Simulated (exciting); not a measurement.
GaAs: optical spectrum with Xalpha

Crystal: GaAs.

```xyz
2
Lattice="0.0000 2.8268 2.8268 2.8268 0.0000 2.8268 2.8268 2.8268 0.0000" Properties=species:S:1:pos:R:3 pbc="T T T"
As    4.2403    4.2403    4.2403
Ga    0.0000    0.0000    0.0000
```

```
Program                                  : exciting (release sodium)
Task                                     : optical spectrum
Functional                               : Xalpha
Potentials or basis                      : all-electron LAPW+lo, shipped species files, valence relativity iora*
rgkmax                                   : 8
k mesh                                   : 4 × 4 × 4, shifted
Occupations                              : methfessel-paxton, width 0.05 eV
Spin                                     : no spin polarisation
outputlevel                              : high
Top of the spectrum (Ha)                 : 0.5 Ha
Broadening (Ha)                          : 0.004 Ha
Scissor shift (eV)                       : 0.5 eV
gmaxvr (cutoff of density and potential) : 14 1/bohr
lmaxapw (and lmaxmat)                    : 10
lmaxvr                                   : 8
nempty                                   : 28
Valence relativity                       : iora*
epsengy                                  : 1e-05 Ha
epspot                                   : 1e-05 Ha
maxscl                                   : 60
Muffin-tin radii                         : As 2.0, Ga 2.0 bohr
```

```
All electrons inside the program's atomic spheres : As 30.37; Ga 28.81 (radii As 2.0, Ga 2.0 bohr)
```

Levels at points of the mesh, in eV from the Fermi level:
| k point | band 11 | band 12 | band 13 | band 14 | band 15 | band 16 | band 17 | band 18 |
| --- | --- | --- | --- | --- | --- | --- | --- | --- |
| (0.12, 0.12, 0.12) | -12.96 | -2.39 | -0.58 | -0.58 | 1.08 | 3.63 | 3.63 | 3.70 |

Dielectric function (mean over the directions given):
```csv
energy (eV),real part,imaginary part
0.27,15.60,0.09
0.61,16.09,0.23
0.95,17.09,0.44
1.29,18.95,0.83
1.63,22.76,1.94
1.97,33.26,9.39
2.31,13.76,22.20
2.65,-2.15,9.02
2.99,11.17,3.97
3.33,20.17,20.56
3.67,13.23,8.71
4.01,9.71,20.84
4.35,20.75,20.85
4.69,-12.59,21.31
5.03,-7.80,12.15
5.37,-8.09,6.33
5.71,2.21,6.97
6.05,-0.17,21.62
6.39,-12.50,7.21
6.73,-5.86,3.17
7.08,-4.95,7.48
7.42,-6.31,3.10
7.76,-5.80,2.85
8.10,-4.31,1.15
8.44,-1.76,1.20
8.78,-1.30,3.17
9.12,-3.54,2.38
9.46,-3.02,2.66
9.80,-2.44,1.47
10.14,-2.91,1.07
10.48,-2.36,1.04
10.82,-1.78,0.54
11.16,-1.23,0.37
11.50,-0.58,0.84
11.84,-1.13,2.03
12.18,-1.79,0.58
12.52,-1.24,0.47
12.86,-0.92,0.35
13.20,-0.63,0.31
13.54,-0.43,0.55
```

Run time: 66 s on 1 thread of Arm Neoverse V1, with other jobs on the host, peak memory 0.34 GiB.

Caveat: the scissor shift is a trial value, not fitted to this crystal; spectra need much finer meshes, so this one isn't converged; independent-particle spectra lack excitons.
